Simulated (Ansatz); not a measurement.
# Ti: the cost of one run

Program: Ansatz 0.2.0. Level of theory: DFT r2SCAN, scalar-relativistic, plane waves, PAW. These are calculated values, not measurements.

2 further runs of the same task are left out: 2 set aside as unsound or not needed.

### 1 The structure to begin with

It takes space group Im-3m (No. 229, cubic). Conventional cell: a = 3.252 Å, b = 3.252 Å, c = 3.252 Å, α = 90.00°, β = 90.00°, γ = 90.00°. Ti (site symmetry m-3m) is surrounded by 8 Ti at 2.82 Å.

Coordinates:

```cif
data_structure
_symmetry_space_group_name_H-M 'Im-3m'
_symmetry_Int_Tables_number 229
_cell_length_a 3.2518
_cell_length_b 3.2518
_cell_length_c 3.2518
_cell_angle_alpha 90.000
_cell_angle_beta 90.000
_cell_angle_gamma 90.000
_cell_volume 34.38
loop_
_atom_site_label
_atom_site_type_symbol
_atom_site_symmetry_multiplicity
_atom_site_Wyckoff_symbol
_atom_site_fract_x
_atom_site_fract_y
_atom_site_fract_z
_atom_site_occupancy
Ti1 Ti 2 a 0.00000 0.00000 0.00000 1
```

The unstrained cell was computed beforehand with the same settings: E(σ→0) = -5008.4670 eV for 2 atoms, gap none (metal).

### 2 The cell strained by -1.0 %

The input, input.yaml:

```yaml
crystal:
  lattice:
    - [3.219271847, 0.0, 0.0]
    - [0.0, 3.219271847, 0.0]
    - [0.0, 0.0, 3.2713004829]
  atoms:
    - { symbol: Ti, position: [0.0, 0.0, 0.0] }
    - { symbol: Ti, position: [0.5, 0.5, 0.5] }
basis:
  ecutwfc: 500
kpoints:
  mp_grid: { grid: [16, 16, 16] }
hamiltonian:
  xc: r2scan
scf:
  occupations: { method: gaussian, width: 0.1 }
output:
  forces: true
  stress: true
  eigenvalues: true
relax:
  adjacent_minimum: "off"
  f_tol: 0.008
  max_steps: 40
  cell: { stress_tol: 0.015, fix: [a, b, gamma] }
```

Started as:

```console
$ ansatz run input.yaml --threads 1 --pin off --max-ram 2560MiB --backend cpu --events-out ev --progress --plain --runs-dir out
```

**Question.** How long does this run take on 1 thread of Intel Xeon at 2.50GHz (Skylake/Cascade Lake), shared host, and how much memory does it need?

About 4.2 min, with a peak of 0.66 GiB.
